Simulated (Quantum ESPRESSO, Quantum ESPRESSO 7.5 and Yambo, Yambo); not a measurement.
# AlN (P6_3mc): one start, several treatments of the self-energy

How much does the gap of AlN (P6_3mc) depend on the approximation to the self-energy?

Program: Quantum ESPRESSO 7.5 and Yambo 5.3.0. Level of theory: PBE and many-body steps on it, plane waves. Results are calculated unless marked as measured.

Most raw output is cut from this account.

The database entry behind the starting cell differs from later determinations by our own check (inner coordinate u about 0.002 short), so it need not match the best structure at ambient conditions.

### Step 1. Starting point

The structure is hexagonal, space group P6_3mc (No. 186). Conventional cell: a = 3.113 Å, b = 3.113 Å, c = 4.981 Å, α = 90.00°, β = 90.00°, γ = 120.00°. Nearest to Al lie 4 N at 1.89 Å. Nearest to N lie 4 Al at 1.89 Å. Farther neighbours and most contacts between anions are not listed.

The cell and positions come from the Crystallography Open Database and are kept as given unless a step says otherwise.

### Step 2. Empty states on the mesh, 6×6×4 mesh, 276 bands

This step: Quantum ESPRESSO 7.5; DFT, PBE, plane waves, norm-conserving pseudopotentials.

The sums over transitions need many empty states on a uniform mesh; this step solves for them.

File pw.in:

```
&control
  calculation = 'nscf'
  prefix = 'x'
  outdir = 'o'
  pseudo_dir = 'pseudo'
/
&system
  ibrav = 0
  nat = 4
  ntyp = 2
  ecutwfc = 72.0
  nbnd = 276
  force_symmorphic = .true.
/
&electrons
  conv_thr = 1e-9
  electron_maxstep = 80
  diago_full_acc = .true.
  diago_thr_init = 5e-6
/
ATOMIC_SPECIES
  Al 26.982 Al.upf
  N 14.007 N.upf
CELL_PARAMETERS angstrom
  3.1130000000 -0.0000000000 0.0000000000
  -1.5565000000 2.6959370820 0.0000000000
  0.0000000000 0.0000000000 4.9810000000
ATOMIC_POSITIONS crystal
  Al 0.3333333333 0.6666666667 0.0000000000
  Al 0.6666666667 0.3333333333 0.5000000000
  N 0.3333333333 0.6666666667 0.3800000000
  N 0.6666666667 0.3333333333 0.8800000000
K_POINTS automatic
  6 6 4 0 0 0
```

Command:

```
OMP_NUM_THREADS=1 mpirun -n 4 pw.x -nk 4 -in pw.in > pw.out
```

Elapsed: 57 s, on 4 MPI ranks of Arm Neoverse V1, shared host; peak memory 0.47 GiB.

Numbers from this step:

* gap: 4.221 eV
* k of the valence top: 0, 0, 0
* k of the conduction bottom: 0, 0, 0
* least direct gap: 4.221 eV
* k points computed: 24
* lowest point of the top converged band, above the valence top: 181.8092 eV

On this mesh the gap is 4.221 eV.

The density comes from a self-consistent run that is not shown.

### Step 3. Conversion and set-up

This step: Yambo 5.3.0; conversion and set-up on PBE, plane waves, norm-conserving pseudopotentials.

The states are converted to the many-body program's format and the q mesh is built.

Command:

```
(cd o/x.save; p2y > p2y.log; mv SAVE ../..); yambo > setup.log
```

It took 2.6 s on 1 MPI rank; peak memory 0.24 GiB.

### Step 4. G0W0, Godby-Needs plasmon pole

Now the one-shot GW correction: screening in the RPA, then the self-energy of the levels asked for.

This step: G0W0 on PBE, plane waves, norm-conserving pseudopotentials.

File gw2.in:

```
HF_and_locXC
gw0
dyson
ppa
em1d
rim_cut
RandQpts= 1000000
RandGvec= 1 RL
EXXRLvcs= 72 Ry
VXCRLvcs= 288 Ry
Chimod= "HARTREE"
% BndsRnXp
 1 | 117 |
%
NGsBlkXp= 10.5 Ry
% LongDrXp
 1 | 1 | 1 |
%
% GbndRnge
 1 | 117 |
%
DysSolver= "n"
ExtendOut
PPAPntXp= 27.21138 eV
% QPkrange
 1 | 1 | 7 | 10 |
%
```

Command:

```
OMP_NUM_THREADS=1 mpirun -n 4 yambo -F gw2.in -J gw2 -C gw2 > gw2.log
```

Run time: 3.1 min. Hardware: 4 MPI ranks; peak memory 1.8 GiB; 12 min of CPU time.

This step gave:

```yaml
g0w0_gap_on_the_points_computed: 5.545 eV
starting_gap_on_the_mesh: 4.221 eV
k_of_the_valence_top: 0, 0, 0
k_of_the_conduction_bottom: 0, 0, 0
least_direct_g0w0_gap_on_the_computed_points: 5.545 eV
z_at_the_valence_top: 0.7948
z_at_the_conduction_bottom: 0.8232
```

The gap on the mesh goes from 4.22 eV to 5.54 eV, a correction of +1.32 eV.

### Step 5. One-shot COHSEX

This step: one-shot COHSEX on PBE, plane waves, norm-conserving pseudopotentials.

File gw4.in:

```
HF_and_locXC
gw0
dyson
cohsex
em1s
rim_cut
RandQpts= 1000000
RandGvec= 1 RL
EXXRLvcs= 72 Ry
VXCRLvcs= 288 Ry
Chimod= "HARTREE"
% BndsRnXs
 1 | 117 |
%
NGsBlkXs= 10.5 Ry
% LongDrXs
 1 | 1 | 1 |
%
% GbndRnge
 1 | 117 |
%
DysSolver= "n"
ExtendOut
% QPkrange
 1 | 1 | 7 | 10 |
%
```

Command:

```
OMP_NUM_THREADS=1 mpirun -n 4 yambo -F gw4.in -J gw4 -C gw4 > gw4.log
```

Wall time 2.5 min (4 MPI ranks); peak memory 1.8 GiB.

This step gave:

| Property | Result |
| --- | --- |
| quasiparticle gap on the points computed | 6.825 eV |
| starting gap on the mesh | 4.221 eV |
| k of the valence top | 0, 0, 0 |
| k of the conduction bottom | 0, 0, 0 |
| least direct quasiparticle gap on the computed points | 6.825 eV |
| Z at the valence top | 1 |
| Z at the conduction bottom | 1 |

Against G0W0 in Yambo (6×6×4 mesh, 117 bands, screening to 142.9 eV, Godby-Needs plasmon pole), the gap moves by +1.280 eV.

### Step 6. One-shot Hartree-Fock

This step: one-shot Hartree-Fock on PBE, plane waves, norm-conserving pseudopotentials.

File gw5.in:

```
HF_and_locXC
rim_cut
RandQpts= 1000000
RandGvec= 1 RL
EXXRLvcs= 72 Ry
VXCRLvcs= 288 Ry
% QPkrange
 1 | 1 | 7 | 10 |
%
```

Command:

```
OMP_NUM_THREADS=1 mpirun -n 4 yambo -F gw5.in -J gw5 -C gw5 > gw5.log
```

It took 4 s on 4 MPI ranks; peak memory 1.5 GiB; 16 s of CPU time.

This step gave:

```yaml
quasiparticle_gap_on_the_mesh: 12.54 eV
starting_gap_on_the_mesh: 4.221 eV
k_of_the_valence_top: 0, 0, 0
k_of_the_conduction_bottom: 0, 0, 0
least_direct_quasiparticle_gap_on_the_computed_points: 12.54 eV
```

Against G0W0 in Yambo (6×6×4 mesh, 117 bands, screening to 142.9 eV, Godby-Needs plasmon pole), the gap moves by +6.992 eV.

### Step 7. Side by side

Times are wall times on 4 MPI ranks of Arm Neoverse V1, shared host, good to a factor of about two.

```
                           run   mesh  bands  screening cutoff (eV)  DFT gap (eV)  gap on the mesh (eV)  direct (eV)     time
G0W0, Godby-Needs plasmon pole  6×6×4    117                  142.9         4.221                 5.545        5.545  3.1 min
               one-shot COHSEX  6×6×4    117                  142.9         4.221                 6.825        6.825  2.5 min
         one-shot Hartree-Fock  6×6×4      -                      -         4.221                12.537       12.537      4 s
```

### Step 8. Results

```json
{
  "G0W0, Godby-Needs plasmon pole": "5.545 eV",
  "one-shot COHSEX": "6.825 eV",
  "one-shot Hartree-Fock": "12.537 eV",
  "known limits": "not at the basis limit"
}
```

**Reading.** One-shot COHSEX: +1.280 eV against G0W0, Godby-Needs plasmon pole. One-shot Hartree-Fock: +6.992 eV against G0W0, Godby-Needs plasmon pole. Bare exchange alone opens the gap to 12.54 eV; against G0W0, correlation takes back 6.99 eV. Static COHSEX lies above G0W0: it lacks the factor Z and overstates the Coulomb hole of the filled states. Bands and cutoff are finite, so the gap is not at the basis limit. The miss can reach some tenths of an eV and take either sign; the mesh is an error of its own.

[Paths, hosts, dates, memory and timing lines, banners, echoed tables and standing remarks are left out of the program output.]

[Logs are printed without paths, hosts, clocks, repeated set-up lines and the standing remarks that a program may print on its own settings, such as how far it seeks lower states.]

[Runs of the session that timed out or met a known fault of the program may be left out.]

[Hosts, paths, dates, database ids (printed as entryN), source tags and the programs' standing remarks are cut or masked in the printed files.]
